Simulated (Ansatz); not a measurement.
Runs of Ansatz 0.2.0 on In. Symmetry: I4/mmm, No. 139, tetragonal system. The conventional cell has a = 3.251 Å, b = 3.251 Å, c = 4.947 Å, α = 90.00°, β = 90.00°, γ = 90.00°. In (site symmetry 4/mmm) is surrounded by 12 In at 3.25 to 3.38 Å. 

```tsv
task	level	cell	k mesh	gap on the mesh (eV)	pressure (GPa)	relaxed volume (Å³/atom)
relaxation of cell and atoms	revPBE+D3(BJ)	relaxed	11 × 11 × 11	none	0.0	25.68
relaxation of cell and atoms	BLYP+D3(BJ)	relaxed	11 × 11 × 11	none	0.0	26.98
relaxation of cell and atoms	revPBE+D4	relaxed	11 × 11 × 11	none	0.0	26.23
relaxation of cell and atoms	BLYP+D4	relaxed	11 × 11 × 11	none	0.0	(a)
relaxation of cell and atoms	PBEsol+D4	relaxed	11 × 11 × 11	none	0.0	(b)
phonons	LDA	as given	8 × 8 × 8	none	-	-
relaxation of cell and atoms	RPBE+D3(BJ)	relaxed	11 × 11 × 11	none	0.0	20.10
relaxation of cell and atoms	RPBE+D4	relaxed	11 × 11 × 11	none	0.0	26.23
```

Alike in all rows: potentials or basis Ansatz PAW; no spin polarisation; cutoff (eV) 420; smearing fermi-dirac 0.05 eV.

Problem. Estimate the missing entries.

Solution. (a) 27.79; (b) 24.82.

Caveats: the PAW data sets come from PBE, with cores solved anew for the run's functional, which leaves a small shift of forces and pressure; the plane-wave basis is chosen anew once the cell has moved, so the energies of steps on either side of that aren't comparable (some runs); pairwise dispersion overbinds metals, which lowers pressure and volume (some runs); the volume moved by over 15 % at a fixed basis, so the end points are rough (some runs); the volume moved by -23 % from the deposited cell, more than functionals usually miss (some runs).

A k mesh can miss the band edges, and the runs leave out spin-orbit coupling on In.

A gap of «none» marks a metal or a gap under the smearing width.

Runs at the PBE level aren't shown here.
